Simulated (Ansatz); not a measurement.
# KBr: the cell at several levels of theory

One table from this session's results is given with a row withheld; the runs are named, their logs left out.

Code: Ansatz 0.2.0. PAW datasets, plane waves, zero pressure. All values are calculated for a non-magnetic cell, which may be hypothetical.

### Starting point

The symmetry is Pm-3m (No. 221, cubic); conventional cell a = 3.963 Å, 31.13 Å³ an atom. Near K stand 8 Br at 3.43 Å; near Br stand 8 K at 3.43 Å.

Coordinates:

```cif
data_structure
_symmetry_space_group_name_H-M 'P 1'
_symmetry_Int_Tables_number 1
_cell_length_a 3.9632
_cell_length_b 3.9632
_cell_length_c 3.9632
_cell_angle_alpha 90.000
_cell_angle_beta 90.000
_cell_angle_gamma 90.000
_cell_volume 62.25
loop_
_atom_site_label
_atom_site_type_symbol
_atom_site_fract_x
_atom_site_fract_y
_atom_site_fract_z
_atom_site_occupancy
K1 K 0.00000 0.00000 0.00000 1
Br1 Br 0.50000 0.50000 0.50000 1
```

Set-up of the first run:

Contents of input.yaml:

```yaml
crystal:
  lattice:
    - [3.9632347793, 0.0, 0.0]
    - [0.0, 3.9632347793, 0.0]
    - [0.0, 0.0, 3.9632347793]
  atoms:
    - { symbol: K, position: [0.0, 0.0, 0.0] }
    - { symbol: Br, position: [0.5, 0.5, 0.5] }
kpoints:
  mp_grid: { grid: [6, 6, 6] }
hamiltonian:
  xc: pbe
scf:
  occupations: { method: fermi_dirac, width: 0.02 }
relax:
  f_tol: 0.005
  cell: {}
```

Launch:

```sh
ansatz run input.yaml --threads 2 --pin off --max-ram 2211MiB --backend cpu --events-out ev --progress --plain --runs-dir out
```

Steps of the session up to this table: PBE: cell and atoms; r2SCAN: cell and atoms; Relaxation with PBEsol; Relaxation with LDA; Relaxing with HSE06.

One table of the session follows, with a row left open; its other results are not shown here.

It belongs to the step «The cells side by side». 

```
 level  a (Å)  volume (Å³/atom)
   PBE  4.039            32.949
r2SCAN  3.976            31.435
PBEsol  3.935            30.456
   LDA  3.829            28.071
 HSE06      ?                 ?
```

Q: Estimate the row for HSE06 from the others.

**Answer.** a (Å): 4.012; volume (Å³/atom): 32.298. In the column «a (Å)» it lies between r2SCAN (3.976) and PBE (4.039).

The first relaxation changed the volume by +5.9 % from the start. LDA gives the smallest cell and PBE the largest; they differ by 17.4 % in volume, a mean of 5.5 % in length. The meshes differ: PBE 6×6×6, r2SCAN 6×6×6, PBEsol 6×6×6, LDA 6×6×6, HSE06 4×4×4.
